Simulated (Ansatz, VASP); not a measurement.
**CdS in VASP and in Ansatz**

```
CELL_PARAMETERS angstrom
4.26117 0.00000 0.00000
-2.13058 3.69028 0.00000
0.00000 0.00000 5.80417
ATOMIC_POSITIONS crystal
Cd 0.00000 0.00000 0.44269
S 0.66667 0.33333 0.43431
```

Measurements of this composition are mostly on another form, of space group No. 186.

Alike in both runs: task single point; functional LDA; k mesh 6 × 6 × 4; no spin polarisation.

```csv
,VASP,Ansatz
version,VASP 6.6.1,Ansatz 0.2.0
potentials or method,"VASP PAW LDA potentials, release 64 (Cd, S)","plane waves, PAW"
plane-wave cutoff (eV),520,550
occupations,"gaussian, width 0.01 eV",fixed
valence electrons in the cell,18,26
```

VASP gave:

* gap on the k mesh at the Fermi level (eV): 1.27

Which values does Ansatz return?

gap on the k mesh at the Fermi level (eV): 1.24.

The two sets of potentials don't hold the same shells in valence.

A k mesh can miss the band edges. As with any semilocal functional, this LDA gap is likely too small.
